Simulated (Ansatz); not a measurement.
Trial structure of Ge, not yet relaxed:

```cif
data_structure
_symmetry_space_group_name_H-M 'P 1'
_symmetry_Int_Tables_number 1
_cell_length_a 6.6309
_cell_length_b 6.6309
_cell_length_c 6.6309
_cell_angle_alpha 110.361
_cell_angle_beta 110.361
_cell_angle_gamma 107.705
_cell_volume 224.28
loop_
_atom_site_label
_atom_site_type_symbol
_atom_site_fract_x
_atom_site_fract_y
_atom_site_fract_z
_atom_site_occupancy
Ge1 Ge 0.59107 0.40893 0.50000 1
Ge2 Ge 0.15893 0.15893 0.31785 1
Ge3 Ge 0.84107 0.84107 0.68215 1
Ge4 Ge 0.90893 0.09107 0.50000 1
Ge5 Ge 0.15893 0.84107 0.00000 1
Ge6 Ge 0.59107 0.09107 0.18215 1
Ge7 Ge 0.90893 0.40893 0.81785 1
Ge8 Ge 0.84107 0.15893 0.00000 1
```

All numbers below come from Ansatz, DFT PBE, scalar-relativistic, plane waves, PAW. Cutoff 420 eV; k points 4×4×4 on the computed 8-atom cell (Γ-centred); Gaussian smearing, width 0.10 eV; no spin polarisation.

Energies count from the standard state of Ge at the same level.

**Question.** How far from equilibrium is it?

**Answer.** The pressure is 8.6 GPa (the mean over three directions, positive in compression), the largest force is 0.77 eV/Å, and the energy is +0.39 eV/atom against the standard state. The shortest distance is 2.39 Å.

**Question.** How much does it gain on relaxing, and where does it end?

**Answer.** Relaxing gains about 0.11 eV/atom (the start's value is from the coarse mesh, so the gain is rough) in 8 ionic steps and ends at +0.28 eV/atom on the finer mesh. The symmetry stays I4_1/amd (No. 141). The volume per atom grows by 16.1 %, from 28.0 to 32.6 Å³. The shortest distance goes from 2.39 Å (Ge–Ge) to 2.51 Å (Ge–Ge). Conventional cell: a = 7.938 Å, c = 8.267 Å. Around Ge lie 4 Ge at 2.51–2.54 Å.

The last run used an 8×8×8 mesh for its 8-atom cell and Gaussian smearing of 0.10 eV. The relaxation can't lower the symmetry of the start. A structure relaxed within its symmetry needn't be a true minimum. Another cell of Ge relaxed alike, in Fd-3m, lies 284 meV/atom lower, so this cell isn't the stable form at this level.
